Q: I have computed the band gap of one MgS crystal with nine programs and the same functional. How closely should the nine numbers agree?

A: Eight of them agree within about 0.02 eV, which is less than one per cent of the gap. The ninth is off by about a tenth of an eV. Those two sizes are worth remembering, because the crystal and the functional are the same throughout. The differences come from how each program represents the electrons.

PBE Kohn-Sham DFT for MgS (Fm-3m, 2-atom cell, 17.61 Å³/atom) with the programs named, without spin polarisation or spin-orbit coupling, on a 9×9×9 k mesh with Fermi-Dirac smearing of 0.05 eV. Both gaps are taken on this mesh, the direct gap at a single k point. The basis column gives the plane-wave cutoff, the orbital set (SIESTA) or the grid setting (Octopus).

```csv
program,potentials,basis,gap (eV),direct gap (eV),gap less the median of the rows (eV)
SIESTA,"PseudoDojo 0.4 standard, converted to PSML",DZP,2.799,3.777,-0.115
Quantum ESPRESSO,SSSP 1.3 efficiency PBE,748 eV,2.900,3.705,-0.014
VASP,"VASP PAW PBE potentials, recommended",520 eV,2.905,3.710,-0.009
ABINIT,JTH PAW PBE v2.0,544 eV,2.912,3.706,-0.002
Octopus,pseudodojo_pbe,default,2.914,3.712,0.000
ABACUS,PseudoDojo NC SR 0.4.1 PBE standard,1143 eV,2.915,3.713,0.001
JDFTx,PseudoDojo SR PBE 0.5 standard,1143 eV,2.915,3.713,0.001
Ansatz,Ansatz PAW,420 eV,2.920,3.722,0.006
GPAW,GPAW PAW data sets (gpaw data 1.2.1),800 eV,2.923,3.720,0.009
```

Q: So the simple pattern is a constant?

A: Yes. Programs that solve the same equations for the same atoms should return the same gap, whatever their names. As the constant I take the mean of the eight rows that use plane waves or a real-space grid, which is 2.913 eV. SIESTA stays out of that mean because it alone builds its states from a small set of atomic orbitals, called DZP. Its gap of 2.799 eV is then a fair test of the constant, and it falls short by 0.11 eV, about five times the whole spread of the other eight. The output printed after this exchange lists the misses row by row.

Q: Then SIESTA simply places its empty levels a little too low?

A: The second column of results rules that out. The gap runs from the highest filled to the lowest empty level anywhere on the mesh, while the direct gap compares levels at the same point of the Brillouin zone. If the empty levels had moved down together, both gaps would have shrunk equally. In the eight rows the direct gap is larger than the gap by 0.80 eV on average, so a rigid shift predicts $2.799 + 0.800 = 3.599$ eV for the direct gap of SIESTA. The run gives 3.777 eV, the largest direct gap in the table.

Q: How can one basis make one gap too small and the other too large?

A: Think of a basis as a box of building blocks. A state that the blocks can copy well gets nearly its true energy, and a state that they copy badly ends up too high. Orbitals made for free atoms copy some crystal states better than others, so each level is raised by its own amount. A gap is a difference of two levels, and its error is a difference of two such lifts.

In a fixed potential this is the variational principle. Let $\delta_c$ be the lift of the lowest empty level and $\delta_v$ that of the highest filled one, neither of which can be negative. The error of the gap is then

$$\Delta E_\text{gap} = \delta_c - \delta_v .$$

A poor basis therefore need not widen a gap. It narrows the gap whenever the filled level suffers more than the empty one.

Q: Can you put numbers to the lifts?

A: Only lower bounds, with ABACUS as the nearly complete reference. SIESTA's gap is 0.116 eV below that of ABACUS, so its highest filled level must have been lifted by at least 0.116 eV. Its direct gap is 0.064 eV above, so the lowest empty level at the zone centre must have risen by at least $0.116 + 0.064 = 0.180$ eV. These bounds hold for a fixed potential. In the real runs each program also adjusts its own electron density, so they show how the signs can arise and are not measured lifts.

Q: What speaks for the basis, rather than for the program or its potentials?

A: ABACUS is the best control, since it takes its potentials from the same PseudoDojo family but uses plane waves, and it sits with the majority. JDFTx and Octopus also use potentials of that family, one with plane waves and the other on a grid. The three gaps agree within about 0.001 eV. A change of program alone evidently does little here.

The same runs show two more signs of a basis that is too small. At the zone centre, SIESTA's second empty level lies 2.2 eV higher above the valence top than in ABACUS, as happens when the basis has no good blocks for a state. Its pressure is also higher, by 2.3 GPa. Pressure is set by how the total energy changes with volume, and that energy depends on the filled states alone, so these seem to be affected as well.

Q: Is the cause then settled?

A: It is well supported, but one step is untested. SIESTA read its potentials from a converted file, so basis and conversion changed together. The run also reports that the atomic Mg level from which its orbitals were made is off by about a quarter of an eV, so the quality of the orbitals may matter as well as their number. The decisive test is to repeat the SIESTA run with larger orbital sets. If the basis is to blame, both gaps should move towards those of ABACUS.

Q: And the remaining 0.02 eV among the other eight? Is there any physics in it?

A: It reflects potentials and settings, not the crystal. One choice may be visible: Quantum ESPRESSO and VASP keep the 2s and 2p electrons of Mg in a frozen core, and they have the two lowest gaps of the eight. On average they lie 0.014 eV below the other six, which themselves spread over 0.011 eV. With two programs on one side, whose potentials differ in other ways too, the frozen core remains a guess.

Q: If eight programs agree so well, may I trust 2.91 eV as the PBE gap of MgS?

A: Not to the second decimal, and perhaps not even to the first, because agreement cannot reveal an error that every run shares. The highest filled level lies at the zone centre, which the mesh contains. The lowest empty level is known to lie at the zone boundary point X, which a mesh with nine divisions misses. The nearest mesh point stops one ninth of the way short, so the mesh by itself makes every value in the gap column somewhat too large. The direct gaps in the table belong to the zone centre, which is on the mesh, so as values for that point they do not suffer from this.

A free electron gives the order of magnitude. The cube edge is twice the Mg–S distance, $a = 2 \times 2.602 = 5.204$ Å, and the missed step is

$$\Delta k = \frac{1}{9}\,\frac{2\pi}{a} = 0.134\ \text{Å}^{-1}.$$

The energy that belongs to it is

$$\frac{\hbar^2 \Delta k^2}{2m} \approx 0.07\ \text{eV},$$

where $m$ is the free-electron mass. The true band may be flatter or steeper near X, so take this as somewhere between a few hundredths and a tenth or two of an eV. Even so, the shared error may well exceed the scatter of the eight programs.

Q: What should I do differently in my own work?

A: Test the basis before you compare programs, and test it on more than one level, since a single gap can hide two errors that partly cancel. Then use a mesh that contains the band edges, here one with an even number of divisions that includes both the zone centre and X. Even a converged gap keeps the error of the functional: PBE usually gives gaps that are too small, and no agreement between programs cures that.

Numerical output:

```
Misses against the mean of the eight rows without SIESTA:
               row  gap miss (eV)  direct gap miss (eV)  direct less indirect gap (eV)
            SIESTA         -0.114               0.06438                          0.978
  Quantum ESPRESSO         -0.013             -0.007625                          0.805
              VASP         -0.008             -0.002625                          0.805
            ABINIT         -0.001             -0.006625                          0.794
           Octopus          0.001             -0.000625                          0.798
            ABACUS          0.002              0.000375                          0.798
             JDFTx          0.002              0.000375                          0.798
            Ansatz          0.007              0.009375                          0.802
              GPAW           0.01              0.007375                          0.797
Mean gap of the eight rows (eV): 2.913
Spread of the gap over the eight rows (eV): 0.023
Spread of the direct gap over the eight rows (eV): 0.017
Mean of direct less indirect gap over the eight rows (eV): 0.7996
Direct gap of SIESTA if its empty levels were shifted rigidly (eV): 3.599
Miss of that rigid shift, prediction less value (eV): -0.1784
Spread of the gap over ABACUS and JDFTx and Octopus (eV): 0.001
SIESTA less ABACUS, gap (eV): -0.116
SIESTA less ABACUS, direct gap (eV): 0.064
SIESTA less ABACUS, S 3s-like level from valence top (eV): -0.042
SIESTA less ABACUS, second empty level at zone centre (eV): 2.169
SIESTA less ABACUS, pressure (GPa): 2.329
Mg 2s 2p in core less in valence, mean gap without SIESTA (eV): -0.014
Spread of the gap over the six rows with Mg 2s 2p in valence (eV): 0.011
Mg 2s 2p in core less in valence, mean direct gap without SIESTA (eV): -0.006833
Mg 2s 2p in core less in valence, mean pressure without SIESTA (GPa): -0.2994
Free-electron energy at the distance of the nearest mesh point from X, order of magnitude only (eV): 0.06857
```
